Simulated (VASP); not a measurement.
# Ir (Im-3m) in VASP: single point with HSE06

Aim: the single point of Ir with HSE06.

All numbers are computed with VASP 6.6.1; they aren't measurements. Logs are shortened: lines on timing, memory, paths and dates and some standing lists are left out, and cuts for length are marked.

### Step 1. Starting point

It takes space group Im-3m (No. 229, cubic). Conventional cell: a = 3.079 Å, b = 3.079 Å, c = 3.079 Å, α = 90.00°, β = 90.00°, γ = 90.00°. Ir (site symmetry m-3m) has 8 Ir at 2.67 Å as nearest neighbours.

This isn't the form of Ir at room conditions, which is fcc.

### Step 2. Single point, HSE06

The input, POSCAR:

```
Ir
1.0
   -1.5395400000      1.5395400000      1.5395400000
    1.5395400000     -1.5395400000      1.5395400000
    1.5395400000      1.5395400000     -1.5395400000
Ir
1
Direct
    0.0000000000      0.0000000000      0.0000000000
```

The input, INCAR.step1:

```
  ALGO = Normal
  EDIFF = 1E-5
  ENCUT = 520
  GGA = PE
  ISIF = 2
  ISMEAR = 0
  LASPH = T
  LREAL = F
  LWAVE = T
  NBANDS = 10
  NELM = 80
  PREC = Accurate
  SIGMA = 0.1
```

The input, INCAR.step2:

```
  ALGO = Normal
  EDIFF = 1E-6
  ENCUT = 520
  GGA = PE
  HFSCREEN = 0.2
  ISIF = 2
  ISMEAR = 0
  ISTART = 1
  LASPH = T
  LCHARG = T
  LELF = T
  LHFCALC = T
  LREAL = F
  LVHAR = T
  LWAVE = F
  NBANDS = 10
  NELM = 80
  PREC = Accurate
  PRECFOCK = Fast
  SIGMA = 0.1
```

The input, KPOINTS:

```
k-points
0
Gamma
  10 10 10
```

Potentials or basis: VASP PAW PBE potentials, release 64 (Ir).

Launch:

```sh
cat potpaw_PBE.64/Ir/POTCAR > POTCAR
cp INCAR.step1 INCAR
mpirun -np 1 vasp_std > vasp.out
cp INCAR.step2 INCAR
mpirun -np 1 vasp_std > vasp.out
```

OUTCAR:

```text
EDIFF = 1E-6
   ENCUT = 520
   GGA = PE
   HFSCREEN = 0.2
   ISIF = 2
   ISMEAR = 0
   ISTART = 1
   LASPH = T
   LHFCALC = T
   LREAL = F
   NELM = 80
   PREC = Accurate
   PRECFOCK = Fast

 ion  position               nearest neighbor table
   1  0.000  0.000  0.000-

  LATTYP: Found a body centered cubic cell.
 ALAT       =     3.0790800000

  Lattice vectors:

 A1 = (  -1.5395400000,   1.5395400000,   1.5395400000)
 A2 = (   1.5395400000,  -1.5395400000,   1.5395400000)
 A3 = (   1.5395400000,   1.5395400000,  -1.5395400000)

Analysis of symmetry for initial positions (statically):
=====================================================================
 Subroutine PRICEL returns:
 Original cell was already a primitive cell.

 Routine SETGRP: Setting up the symmetry group for a
 body centered cubic supercell.

 Subroutine GETGRP returns: Found 48 space group operations
 (whereof 48 operations were pure point group operations)
 out of a pool of 48 trial point group operations.

The static configuration has the point symmetry O_h .

Analysis of symmetry for dynamics (positions and initial velocities):
=====================================================================
 Subroutine PRICEL returns:
 Original cell was already a primitive cell.

 Routine SETGRP: Setting up the symmetry group for a
 body centered cubic supercell.

 Subroutine GETGRP returns: Found 48 space group operations
 (whereof 48 operations were pure point group operations)
 out of a pool of 48 trial point group operations.

The dynamic configuration has the point symmetry O_h .

 Subroutine INISYM returns: Found 48 space group operations
 (whereof 48 operations are pure point group operations),
 and found     1 'primitive' translations

----------------------------------------------------------------------------------------

                                     Primitive cell

  volume of cell :      14.5960

  direct lattice vectors                    reciprocal lattice vectors
    -1.539540000  1.539540000  1.539540000     0.000000000  0.324772335  0.324772335
     1.539540000 -1.539540000  1.539540000     0.324772335  0.000000000  0.324772335
     1.539540000  1.539540000 -1.539540000     0.324772335  0.324772335  0.000000000

  length of vectors
     2.666561500  2.666561500  2.666561500     0.459297440  0.459297440  0.459297440

  position of ions in fractional coordinates (direct lattice)
     0.000000000  0.000000000  0.000000000

  ion indices of the primitive-cell ions
   primitive index   ion index
                 1           1

----------------------------------------------------------------------------------------

 KPOINTS: k-points

Automatic generation of k-mesh.
 Grid dimensions read from file:
 generate k-points for:   10   10   10

 Generating k-lattice:

  Cartesian coordinates                     Fractional coordinates (reciprocal lattice)
     0.000000000  0.032477233  0.032477233     0.100000000  0.000000000  0.000000000
     0.032477233  0.000000000  0.032477233     0.000000000  0.100000000  0.000000000
     0.032477233  0.032477233  0.000000000     0.000000000  0.000000000  0.100000000

  Length of vectors
     0.045929744  0.045929744  0.045929744

  Shift w.r.t. Gamma in fractional coordinates (k-lattice)
     0.000000000  0.000000000  0.000000000

 Subroutine IBZKPT returns following result:
 ===========================================

 Found     47 irreducible k-points:

 Following reciprocal coordinates:
            Coordinates               Weight
  0.000000  0.000000  0.000000      1.000000
  0.100000  0.000000  0.000000     12.000000
  0.200000  0.000000  0.000000     12.000000
  0.300000  0.000000  0.000000     12.000000
  0.400000  0.000000  0.000000     12.000000
  0.500000  0.000000  0.000000      6.000000
[... 16 lines left out ...]
  0.300000  0.300000  0.100000      8.000000
 -0.300000  0.300000  0.100000     24.000000
 [... further k-points ...]
   k-points           NKPTS =     47   k-points in BZ     NKDIM =   1000   number of bands    NBANDS=     10
   number of dos      NEDOS =    301   number of ions     NIONS =      1
   total plane-waves  NPLWV =   8000
   dimension x,y,z NGX =    20 NGY =   20 NGZ =   20
   dimension x,y,z NGXF=    40 NGYF=   40 NGZF=   40
   ions per type =               1
   NGX,Y,Z   is equivalent  to a cutoff of  12.47, 12.47, 12.47 a.u.
   NGXF,Y,Z  is equivalent  to a cutoff of  24.94, 24.94, 24.94 a.u.
 SYSTEM =  unknown system
   PREC   = accura    normal or accurate (medium, high low for compatibility)
   ISTART =      1    job   : 0-new  1-cont  2-samecut
   ICHARG =      0    charge: 1-file 2-atom 10-const
   ISPIN  =      1    spin polarized calculation?
   LNONCOLLINEAR =      F non collinear calculations
   LSORBIT =      F    spin-orbit coupling
   LASPH  =      T    aspherical Exc in radial PAW
   ENCUT  =  520.0 eV  38.22 Ry    6.18 a.u.   4.96  4.96  4.96*2*pi/ulx,y,z
   NELM   =     80;   NELMIN=  2; NELMDL=  0     # of ELM steps
   EDIFF  = 0.1E-05   stopping-criterion for ELM
   LREAL  =      F    real-space projection
   EDIFFG = 0.1E-04   stopping-criterion for IOM
   NSW    =      0    number of steps for IOM
   IBRION =     -1    ionic relax: 0-MD 1-quasi-New 2-CG
   NFREE  =      0    steps in history (QN), initial steepest desc. (CG)
   ISIF   =      2    stress and relaxation
   ISYM   =      3    0-nonsym 1-usesym 2-fastsym
   POTIM  = 0.5000    time-step for ionic-motion
   TEBEG  =    0.0;   TEEND  =   0.0 temperature during run
   PSTRESS=    0.0 pullay stress
   NELECT =       9.0000    total number of electrons
   NUPDOWN=      -1.0000    fix difference up-down
   EMIN   =  10.00;   EMAX   =-10.00  energy-range for DOS
   EFERMI =   0.00;   METHOD = LEGACY
   ISMEAR =     0;   SIGMA  =   0.10  broadening in eV -4-tet -1-fermi 0-gaus
   EFERMI_NEDOS =   21; number of points for ismear=-14 and -15
   IALGO  =     38    algorithm
   IMIX   =      1    mixing-type and parameters
     AMIX     =   0.40;   BMIX     =  1.00
     AMIX_MAG =   1.60;   BMIX_MAG =  1.00
  volume/ion in A,a.u.               =      14.60        98.50
  Fermi-wavevector in a.u.,A,eV,Ry     =   1.393407  2.633158 26.416846  1.941583
  Thomas-Fermi vector in A             =   2.517056
   LORBIT       =      0    0 simple, 1 ext, 2 COOP (PROOUT), +10 PAW based schemes
   GGA     = PE    functional components
   LHFCALC =     T    Hartree Fock is set to
   PRECFOCK=fast      Normal, Fast or Accurate (Low or Medium for compatibility)
   ENCUT4O =  -1.0   cutoff for four orbital integrals eV
   NKREDX  =     1    reduce k-point grid by
   NKREDY  =     1    reduce k-point grid by
   NKREDZ  =     1    reduce k-point grid by
   AEXX    =    0.2500 exact exchange contribution
   HFSCREEN=    0.2000 screening length (either q_TF or 0.3 A-1)
   HFSCREENC=   0.2000 screening length for correlation (either q_TF or 0.3 A-1)
   ENCUTFOCK=  -1.0 apply spherical cutoff to Coloumb kernel
   IVDW    =     0    specifies the selected vdW correction
   LEPSILON=     F    determine dielectric tensor
   LRPA    =     F    only Hartree local field effects (RPA)
 non-spin polarized calculation
 Gauss-broadening in eV      SIGMA  =   0.10
  energy-cutoff  :      520.00
  volume of cell :       14.60
 maximum number of plane-waves:       410
  NGX = 14; NGY = 14; NGZ = 14

 number of electron       9.0000000 magnetization

 Free energy of the ion-electron system (eV)
  ---------------------------------------------------
  ext. energy  EPLUGINS =         0.00000000
  ---------------------------------------------------
  free energy    TOTEN  =        -9.50146000 eV

  energy without entropy =       -9.49275902  energy(sigma->0) =       -9.49710951

 E-fermi :   9.0210     XC(G=0): -11.1845

 val. band max:        9.0163695414   @ k =   0.4000   0.1000   0.1000
 cond. band min:       9.0228839736   @ k =   0.5000   0.0000   0.0000
 fundamental gap:      0.0065144322
 Fermi energy:         9.0209519563

 k-point     1 :       0.0000    0.0000    0.0000
  band No.  band energies     occupation
      1      -2.3288      2.00000
      2       5.0503      2.00000
      3       5.0503      2.00000
      4       5.0503      2.00000
      5       8.1385      2.00000
      6       8.1385      2.00000
      7      27.4592      0.00000
      8      27.4592      0.00000
      9      27.4592      0.00000
     10      38.6385      0.00000

 k-point     2 :       0.1000    0.0000    0.0000
  band No.  band energies     occupation
      1      -1.8274      2.00000
      2       4.8297      2.00000
      3       5.0402      2.00000
      4       5.5214      2.00000
      5       7.8744      2.00000
      6       8.1853      2.00000
      7      27.6934      0.00000
      8      28.0088      0.00000
      9      28.1951      0.00000
     10      35.7296      0.00000

 k-point     3 :       0.2000    0.0000    0.0000
  band No.  band energies     occupation
      1      -0.5243      2.00000
      2       4.2904      2.00000
      3       4.9604      2.00000
      4       6.8798      2.00000
      5       7.5974      2.00000
      6       8.3409      2.00000
      7      27.4390      0.00000
      8      27.7507      0.00000
      9      30.2281      0.00000
     10      34.1270      0.00000

 k-point     4 :       0.3000    0.0000    0.0000
  band No.  band energies     occupation
      1       0.7075      2.00000
      2       3.6868      2.00000
      3       5.4582      2.00000
      4       7.8151      2.00000
      5       8.6059      2.00000
      6       8.8971      1.92020
      7      24.3507      0.00000
      8      25.7114      0.00000
      9      32.4781      0.00000
     10      33.0963      0.00000

 k-point     5 :       0.4000    0.0000    0.0000
  band No.  band energies     occupation
      1       0.9406      2.00000
      2       3.2394      2.00000
      3       7.3044      2.00000
      4       8.3430      2.00000
      5       8.8922      1.93132
      6      10.9771      0.00000
      7      20.3925      0.00000
      8      24.0522      0.00000
      9      29.0075      0.00000
     10      36.0574      0.00000

 k-point     6 :       0.5000    0.0000    0.0000
  band No.  band energies     occupation
      1       0.8721      2.00000
      2       3.0766      2.00000
      3       8.0858      2.00000
      4       9.0229      0.97820
      5       9.1976      0.01248
      6      11.9567      0.00000
      7      18.3659      0.00000
      8      23.4171      0.00000
      9      27.5497      0.00000
     10      35.6941      0.00000
[... 183 lines left out ...]
 k-point    21 :       0.3000    0.2000    0.1000
  band No.  band energies     occupation
      1       2.5783      2.00000
      2       3.4459      2.00000
      3       5.3005      2.00000
      4       8.5977      2.00000
      5       9.0119      1.10144
      6      16.0319      0.00000
      7      17.8042      0.00000
      8      22.2498      0.00000
      9      24.6313      0.00000
     10      34.9597      0.00000

 k-point    22 :      -0.2000    0.2000    0.1000
  band No.  band energies     occupation
      1      -0.0660      2.00000
      2       4.7115      2.00000
      3       5.0418      2.00000
      4       6.6567      2.00000
      5       6.7571      2.00000
      6       8.9281      1.81074
      7      27.6954      0.00000
      8      28.0773      0.00000
      9      30.5379      0.00000
     10      31.7517      0.00000

 k-point    23 :       0.3000    0.3000    0.1000
  band No.  band energies     occupation
      1       2.7147      2.00000
      2       4.4230      2.00000
      3       4.4230      2.00000
      4       8.9013      1.90928
      5       8.9013      1.90927
      6      16.3806      0.00000
      7      19.3749      0.00000
      8      19.3749      0.00000
      9      24.7955      0.00000
     10      36.0268      0.00000

 k-point    24 :      -0.3000    0.3000    0.1000
  band No.  band energies     occupation
      1       1.1562      2.00000
      2       4.1467      2.00000
      3       4.9787      2.00000
      4       7.1675      2.00000
      5       8.7782      1.99940
      6       9.3000      0.00008
      7      24.2030      0.00000
      8      26.6895      0.00000
      9      30.8257      0.00000
     10      33.6284      0.00000

 [... further k-points ...]

------------------------ aborting loop because EDIFF is reached ----------------------------------------

  FORCE on cell =-STRESS in cart. coord.  units (eV):
  Direction    XX          YY          ZZ          XY          YZ          ZX
  --------------------------------------------------------------------------------------
  -------------------------------------------------------------------------------------
  Total       -0.0183444     -0.0183444     -0.0183444      0.0000000     -0.0000000      0.0000000
  in kB       -2.0136327     -2.0136327     -2.0136327      0.0000000     -0.0000000      0.0000000
  external PRESSURE =      -2.0136327 kB  Pullay stress =       0.0000000 kB

 VOLUME and BASIS-vectors are now :
 -----------------------------------------------------------------------------
  energy-cutoff  :      520.00
  volume of cell :       14.60
      direct lattice vectors                 reciprocal lattice vectors
    -1.539540000  1.539540000  1.539540000     0.000000000  0.324772335  0.324772335
     1.539540000 -1.539540000  1.539540000     0.324772335  0.000000000  0.324772335
     1.539540000  1.539540000 -1.539540000     0.324772335  0.324772335  0.000000000

 POSITION                                       TOTAL-FORCE (eV/Angst)
 -----------------------------------------------------------------------------------
      0.00000      0.00000      0.00000         0.000000     -0.000000      0.000000
 -----------------------------------------------------------------------------------
    total drift:                                0.000000      0.000000     -0.000003

  FREE ENERGIE OF THE ION-ELECTRON SYSTEM (eV)
  ---------------------------------------------------
  free  energy   TOTEN  =        -9.5014599969 eV

  energy  without entropy=       -9.4927590178  energy(sigma->0) =       -9.49710951
```

Run time: 60 min. Hardware: 1 thread of Intel Xeon Platinum 8488C (Sapphire Rapids), shared host; peak memory 0.26 GiB.

What came out:

- Free energy: -9.5015 eV
- Pressure: -0.2 GPa
- Band gap on the k mesh: none (metal or under the smearing width)

Caveat: the PAW data sets were made with another functional, which shifts forces and pressure a little. The run has no spin-orbit coupling, so splittings on Ir are missing.
